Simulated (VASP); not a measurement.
A run of VASP 6.6.1:

Contents of INCAR:

```
ALGO = Fast
EDIFF = 1E-7
ENCUT = 520
GGA = PS
ISIF = 2
ISMEAR = 0
KPAR = 4
LASPH = True
LCHARG = False
LREAL = False
LWAVE = False
NBANDS = 16
NELM = 80
PREC = Accurate
SIGMA = 0.03
```

The input KPOINTS:

```
k-points
0
Gamma
  6 6 6
```

POSCAR

```
ZnS
1.0
    0.0000000000      2.7020000000      2.7020000000
    2.7020000000      0.0000000000      2.7020000000
    2.7020000000      2.7020000000      0.0000000000
Zn S
1 1
Direct
    0.2500000000      0.2500000000      0.2500000000
    0.0000000000      0.0000000000      0.0000000000
```

Potentials or basis: VASP PAW PBE potentials, release 64 (Zn, S).

Command:

```bash
$ cat potpaw_PBE.64/Zn/POTCAR potpaw_PBE.64/S/POTCAR > POTCAR
$ mpirun -np 4 vasp_std > vasp.out
```

Hardware: 4 MPI ranks on Intel(R) Xeon(R) 6975P-C (Granite Rapids) (shared host).

Task: Estimate the wall time of this run.

Result: Run time: 3.1 s on 4 MPI ranks on Intel(R) Xeon(R) 6975P-C (Granite Rapids) (shared host), peak memory 0.14 GiB a rank. Counts: scf iterations 16, k points 16.
